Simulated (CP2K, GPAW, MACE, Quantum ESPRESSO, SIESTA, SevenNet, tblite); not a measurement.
## Running random fluorite-type (Ti, Sn, Zr)O2 solid solution (96 atoms) with tblite

How near does tblite come to plane waves for random fluorite-type (Ti, Sn, Zr)O2 solid solution (96 atoms)?

Method: the method is named at each step, in tblite 0.8.0.

### Step 1. Starting point

The cell holds 96 atoms: 12 Zr, 64 O, 12 Ti and 8 Sn. Cell: a = 9.966 Å, b = 9.966 Å, c = 9.966 Å, α = 90.0°, β = 90.0°, γ = 90.0°. Fluorite-type lattice (a = 4.983 Å, the mean of the end members), 2 x 2 x 2 cells, metal sites filled at random with 12 Ti, 8 Sn, 12 Zr; every coordinate displaced by a Gaussian of 0.05 Å. Then every atom was moved at random, 0.03 Å r.m.s. a Cartesian component.

The yardstick, on the same geometry:

| Item | Value |
| --- | --- |
| method | Kohn-Sham DFT, PBE, SSSP efficiency 1.3.0 pseudopotentials, plane waves (Quantum ESPRESSO 7.5); sssp-pbe-1.3.0-efficiency, cutoffs 60/480 Ry, Γ point |
| r.m.s. force component | 1.104 eV/Å |
| longest force | 3.828 eV/Å |
| pressure | 9.851 GPa |
| gap (highest filled to lowest empty level) | 0.9189 eV |
| time | 26 min on 1 thread of Arm Neoverse V1, shared host |
| CPU time | 26 min |

### Step 2. GFN1-xTB

Method: GFN1-xTB tight binding, diagonalisation.

File run.py:

```python
import numpy as np
from ase.io import read
from tblite.ase import TBLite

atoms = read("structure.xyz")
atoms.calc = TBLite(method="GFN1-xTB", electronic_temperature=580, accuracy=1.0, max_iterations=250, mixer_damping=0.4, verbosity=1)
energy = atoms.get_potential_energy()
forces = atoms.get_forces()
print(f"energy {energy:.6f} eV")
print("forces (eV/A)")
for i, (a, f) in enumerate(zip(atoms, forces)):
    print(f"{i:4d} {a.symbol:2s} {f[0]:10.5f} {f[1]:10.5f} {f[2]:10.5f}")
stress = -atoms.get_stress(voigt=False) * 160.21766
print("stress (GPa, compression positive)")
for row in stress:
    print(" ".join(f"{x:10.4f}" for x in row))
print("charges (e)")
print(np.array2string(atoms.get_charges(), precision=4, suppress_small=True, max_line_width=110, threshold=100000))
```

File structure.xyz:

```xyz
96
Lattice="9.96600 0.00000 0.00000 0.00000 9.96600 0.00000 0.00000 0.00000 9.96600" Properties=species:S:1:pos:R:3 pbc="T T T"
Zr 9.93192 0.06009 0.05441
O 1.23947 1.20967 1.17051
O 3.62055 3.77163 3.66380
Ti 0.01306 2.48662 2.48233
O 1.25342 3.67446 3.69121
O 3.68323 1.23060 1.21346
Zr 2.42323 0.03139 2.43519
O 3.75110 1.13852 3.71722
O 1.27575 3.76555 1.29817
Sn 2.44805 2.49090 9.94158
O 3.77771 3.70915 1.31272
O 1.17380 1.29100 3.73007
Zr 0.05661 0.04335 4.96078
O 1.25532 1.23269 6.19287
O 3.71453 3.61716 8.74277
Ti 9.93421 2.44914 7.42337
O 1.15516 3.69440 8.65527
O 3.76366 1.22691 6.20782
Ti 2.52259 0.00209 7.38281
O 3.75678 1.25143 8.67451
O 1.25402 3.81618 6.16576
Zr 2.42941 2.52479 5.03672
O 3.70536 3.74492 6.13617
O 1.27316 1.19313 8.71407
Ti 0.02392 5.00034 9.94627
O 1.21087 6.24161 1.30465
O 3.82067 8.72155 3.67755
Sn 0.03757 7.50729 2.44516
O 1.18884 8.66045 3.66998
O 3.74801 6.14314 1.23140
Ti 2.57232 5.02137 2.40958
O 3.69001 6.26204 3.64506
O 1.27316 8.65338 1.35069
Zr 2.52399 7.52682 9.94308
O 3.69270 8.77307 1.20648
O 1.25123 6.13876 3.71064
Zr 0.07554 5.03193 4.94652
O 1.27236 6.22317 6.20493
O 3.67327 8.80396 8.68328
Ti 9.86255 7.43533 7.50510
O 1.22422 8.60345 8.66623
O 3.73296 6.14175 6.33738
Zr 2.53954 4.95510 7.47370
O 3.73855 6.19138 8.68358
O 1.23289 8.60923 6.30908
Ti 2.45084 7.47450 4.90696
O 3.77731 8.68078 6.14583
O 1.16353 6.19168 8.69464
Sn 4.95569 0.01734 9.95853
O 6.25765 1.15745 1.29877
O 8.76031 3.82794 3.69081
Ti 4.93975 2.55558 2.48323
O 6.22975 3.72479 3.68553
O 8.72802 1.26807 1.19233
Zr 7.48736 9.87003 2.56326
O 8.64620 1.25273 3.79894
[... 36 atom lines left out ...]
O 6.27439 8.74227 6.25337
Sn 7.44400 7.39358 5.07110
O 8.77337 8.71816 6.18301
O 6.20254 6.18879 8.85240
```

The run is started by

```console
OMP_NUM_THREADS=1 python run.py > output.txt
```

The program printed:

```text
------------------------------------------------------------
  cycle        total energy    energy error   density error
------------------------------------------------------------
      1     -301.7586422491  -3.0150862E+02   1.2499683E+00
      2     -270.3259513088   3.1432691E+01   2.7143106E+00
      3     -254.1861964279   1.6139755E+01   1.2043372E+00
      4     -326.0563049714  -7.1870109E+01   8.2941709E-01
      5     -312.6984238223   1.3357881E+01   7.8715058E-01
      6     -336.8521568647  -2.4153733E+01   6.0532232E-01
      7     -346.7070810977  -9.8549242E+00   5.2406095E-01
      8     -349.3544100960  -2.6473290E+00   4.7451392E-01
      9     -351.0005196751  -1.6461096E+00   4.2884975E-01
     10     -352.0133062146  -1.0127865E+00   3.3632314E-01
     11     -351.9697040973   4.3602117E-02   2.9656753E-01
     12     -355.6060999901  -3.6363959E+00   2.1289342E-01
     13     -355.9700163611  -3.6391637E-01   1.6839082E-01
     14     -356.6484733950  -6.7845703E-01   1.3005943E-01
     15     -357.1082264630  -4.5975307E-01   9.1966401E-02
     16     -357.3200571572  -2.1183069E-01   6.0095676E-02
     17     -357.4036654402  -8.3608283E-02   4.1143701E-02
     18     -357.4761489047  -7.2483465E-02   2.6956959E-02
     19     -357.4630911472   1.3057757E-02   2.4584977E-02
     20     -357.4970034563  -3.3912309E-02   1.2395215E-02
     21     -357.5091738104  -1.2170354E-02   6.2540729E-03
     22     -357.5101771728  -1.0033624E-03   4.7590190E-03
     23     -357.5097566876   4.2048518E-04   4.6386930E-03
     24     -357.5104135970  -6.5690942E-04   3.5372608E-03
[...]
31     -357.5113493495  -1.5955693E-05   4.2581423E-04
     32     -357.5113555925  -6.2430080E-06   2.4369032E-04
     33     -357.5113576796  -2.0870913E-06   1.4341905E-04
     34     -357.5113583094  -6.2981792E-07   7.2717951E-05
     35     -357.5113584781  -1.6869575E-07   4.3210064E-05
     36     -357.5113585401  -6.1990534E-08   2.6854099E-05
     37     -357.5113585515  -1.1404836E-08   2.3800918E-05
     38     -357.5113585632  -1.1710199E-08   1.7132155E-05
------------------------------------------------------------
 total:                                   8.371 sec
energy -9728.379586 eV
forces (eV/A)
   0 Zr   -0.68300   -0.38078   -0.69184
   1 O    -0.29809    0.61977    0.92619
   2 O     1.56703    0.32863    0.13048
   3 Ti    0.20924    0.84482   -0.13525
   4 O    -0.39747   -0.07013   -0.51351
   5 O     0.63324    1.12716    0.54272
   6 Zr    1.15573   -0.00249   -0.02009
   7 O    -1.44274    1.53420   -0.68718
   8 O    -0.77732    0.40241   -0.69189
   9 Sn    0.02904   -0.45989    0.19403
  10 O     0.34508    0.36303   -0.22405
  11 O    -0.29984   -0.44777   -0.94310
  12 Zr   -0.22914   -1.40427    0.10213
  13 O     0.29753   -0.16247    1.07796
  14 O     0.64185    0.78413   -0.40297
  15 Ti   -0.87840    0.20607    0.73933
  16 O    -0.32815   -0.18794    0.96589
  17 O    -0.26519    0.14783    1.63628
  18 Ti   -0.36596   -0.30355    0.76385
  19 O     0.63272   -0.18100   -1.71824
  20 O    -0.07898   -1.03712    0.39587
  21 Zr    0.67913    0.11240   -0.34460
  22 O     1.70554   -0.52573    0.21922
  23 O     0.56651   -0.43419   -1.47330
[...]
88 O     0.47660   -0.58880   -0.60661
  89 O    -0.38963   -0.03790    0.78692
  90 Ti    0.99372   -0.95567   -0.55366
  91 O     0.15787   -0.04894   -0.82932
  92 O    -0.16180   -0.19628   -0.01164
  93 Sn    1.10689    1.77078   -2.07351
  94 O    -0.37112   -0.74158    0.12858
  95 O    -0.64477   -1.44337   -2.15830
stress (GPa, compression positive)
   -7.3025     0.2148     0.1264
    0.2148    -6.5983     0.6075
    0.1264     0.6075    -6.2396
charges (e)
[ 0.9422 -0.5118 -0.4488  0.8172 -0.4602 -0.5079  0.9532 -0.5185 -0.4707  1.3267 -0.4854 -0.4952  0.9968
 -0.4866 -0.4928  0.8449 -0.4956 -0.5086  0.8529 -0.515  -0.4791  0.9762 -0.4683 -0.4909  0.8569 -0.4948
 -0.5177  1.3753 -0.5139 -0.4776  0.8524 -0.4677 -0.5288  0.9291 -0.5167 -0.4899  0.9616 -0.4574 -0.5125
  0.8522 -0.4758 -0.4774  0.9477 -0.4962 -0.461   0.8313 -0.5088 -0.4633  1.2491 -0.5205 -0.4837  0.8622
 -0.469  -0.5077  0.9354 -0.5002 -0.4879  1.3357 -0.4924 -0.5123  1.3472 -0.5186 -0.4708  0.8586 -0.4879
 -0.4842  0.8834 -0.494  -0.4682  0.9954 -0.4652 -0.5186  0.8537 -0.5035 -0.5514  0.9282 -0.5344 -0.5101
  0.9137 -0.5216 -0.5222  1.225  -0.5389 -0.5113  0.8414 -0.4983 -0.5027  1.1894 -0.5325 -0.4891  0.8509
 -0.474  -0.5465  1.2223 -0.5009 -0.4949]
```

The job ended after 9 s (1 thread of Arm Neoverse V1, shared host; peak memory 0.13 GiB).

Banners, paths, timers and routine set-up lines are dropped from the logs unmarked, and long logs keep their key lines alone; longer cuts are marked.

Numbers from this run, and their distance from the reference:

```
r.m.s. force component                  : 0.8714 eV/Å
r.m.s. difference of force components   : 530.4 meV/Å
longest difference of force vectors     : 3087 meV/Å
force difference over r.m.s. force      : 48.05 %
slope of forces against the reference's : 0.6961
correlation of force components         : 0.8819
pressure                                : -6.713 GPa
pressure difference                     : -16.56 GPa
```

Length of the force difference by element (eV/Å):

| element | atoms | mean | most |
| --- | --- | --- | --- |
| O | 64 | 0.57 | 1.6 |
| Sn | 8 | 1.1 | 1.9 |
| Ti | 12 | 0.97 | 1.6 |
| Zr | 12 | 1.5 | 3.1 |

A closer look about Sn82, one of the 8 Sn atoms: 9 atoms, nearest first, numbered in the order of the input, with positions taken from that point.

| atom | x | y | z | distance (Å) | bonds | Mulliken charge (e) | Fx | Fy | Fz (eV/Å) |
| --- | --- | --- | --- | --- | --- | --- | --- | --- | --- |
| Sn82 | 0.00 | 0.00 | 0.00 | 0.00 | 8 | 1.23 | 1.64 | 3.18 | 1.41 |
| O96 | -1.18 | -1.16 | -1.07 | 1.97 | 4 | -0.49 | -0.64 | -1.44 | -2.16 |
| O74 | -1.19 | -1.16 | 1.25 | 2.08 | 4 | -0.50 | -0.63 | -0.46 | 0.30 |
| O92 | 1.33 | -1.12 | -1.19 | 2.11 | 4 | -0.47 | 0.16 | -0.05 | -0.83 |
| O78 | 1.36 | -1.20 | 1.26 | 2.21 | 4 | -0.51 | 0.20 | 0.43 | -0.67 |
| O89 | -1.20 | 1.42 | -1.23 | 2.23 | 4 | -0.53 | 0.48 | -0.59 | -0.61 |
| O81 | -1.18 | 1.43 | 1.26 | 2.23 | 4 | -0.52 | 0.35 | -1.64 | 0.19 |
| O87 | 1.33 | 1.41 | -1.21 | 2.29 | 4 | -0.50 | -0.43 | -1.20 | -0.38 |
| O83 | 1.34 | 1.52 | 1.27 | 2.39 | 4 | -0.54 | -0.42 | -1.50 | -0.34 |

Atoms are counted from 1 here, from 0 in the log.

Forces lie 48 % from the reference's, at 0.0057 times its CPU time.

### Step 3. What came out

```json
{"force difference from the reference": "tblite GFN1-xTB, 48 %", "its CPU time": "9 s"}
```

**Reading.** Tight binding differs by 48 % (tblite GFN1-xTB); it is another model, with fitted parameters of its own, and the xTB methods hold dispersion. One electronic-structure run takes under half the reference's CPU time: tblite GFN1-xTB, at 48 % in 9 s against 26 min; its pressure misses by -16.6 GPa. Periodic xTB results under one method name differ between programs and library versions. The reference's pressure holds the uncorrected Pulay stress of its 60 Ry basis, so small pressure differences, and their order, may be the reference's own error. The host structure and its lattice constant were typed by rule, without a check against the phase diagram. The reference's pressure of 9.9 GPa belongs to a cell and atoms that aren't relaxed at this level. The runs have no spin polarisation, so any moments at edges, vacancies or dangling bonds can't form. The electronic-structure runs sample only Γ, in a cell whose shortest periodic width is 10 Å.

[Also dropped from logs without a mark: logging warnings of Python, and SIESTA's first energy breakdown and zero terms.]

[Logs are printed without paths, hosts, clocks, repeated set-up lines and the standing remarks that a program may print on its own settings, such as how far it seeks lower states.]

[Hosts, paths, dates, database ids (printed as entryN), source tags and the programs' standing remarks are cut or masked in the printed files.]
